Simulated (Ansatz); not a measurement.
# Zn: the cost of one run

Method: DFT PBEsol, scalar-relativistic, plane waves, PAW, in Ansatz 0.2.0.

22 further runs of the same task are left out: 22 set aside as unsound or not needed.

## (1) The starting structure

Symmetry: Im-3m, No. 229, cubic system. The conventional cell has a = 3.060 Å, b = 3.060 Å, c = 3.060 Å, α = 90.00°, β = 90.00°, γ = 90.00°. Around Zn (site symmetry m-3m) lie 8 Zn at 2.65 Å.

Coordinates:

```cif
data_structure
_symmetry_space_group_name_H-M 'P 1'
_symmetry_Int_Tables_number 1
_cell_length_a 2.6502
_cell_length_b 2.6502
_cell_length_c 2.6502
_cell_angle_alpha 109.471
_cell_angle_beta 109.471
_cell_angle_gamma 109.471
_cell_volume 14.33
loop_
_atom_site_label
_atom_site_type_symbol
_atom_site_fract_x
_atom_site_fract_y
_atom_site_fract_z
_atom_site_occupancy
Zn1 Zn 0.00000 0.00000 0.00000 1
```

It goes back to an entry of the Materials Project, which need not be the stable form.

This cell was relaxed beforehand with the same method: volume 14.33 Å³/atom, gap on the mesh none (metal).

## (2) The scan

The energy is mapped over volume and the cell's shape.

First coordinate, volume per atom: 7 values from 13.182 to 15.475 Å³. Second coordinate, length along [111] over the lengths across it, relative to the cubic cell: 9 values from 0.452 to 2.211.

Nothing else is relaxed (symmetry fixes all fractional coordinates). Energies count from the relaxed crystal. Points are written as (first, second).

## (3) The run at (13.182 Å³, 1.487)

The input, input.yaml:

```yaml
crystal:
  lattice:
    - [-1.0921308701, 1.5154239332, 1.5154239332]
    - [1.5154239332, -1.0921308701, 1.5154239332]
    - [1.5154239332, 1.5154239332, -1.0921308701]
  atoms:
    - { symbol: Zn, position: [0.0, 0.0, 0.0] }
basis:
  ecutwfc: 520.0
kpoints:
  mp_grid: { grid: [22, 22, 22] }
hamiltonian:
  xc: pbesol
scf:
  occupations: { method: gaussian, width: 0.15 }
output:
  forces: true
  stress: true
  eigenvalues: true
```

The run is started by

```sh
> ansatz run input.yaml --threads 1 --pin off --max-ram 2048MiB --backend cpu --events-out ev --progress --plain --runs-dir out
```

Q: Estimate wall time and peak memory on 1 thread of AMD EPYC 9R14 (Zen 4), shared host.

About 5.8 s, with a peak of 0.54 GiB.
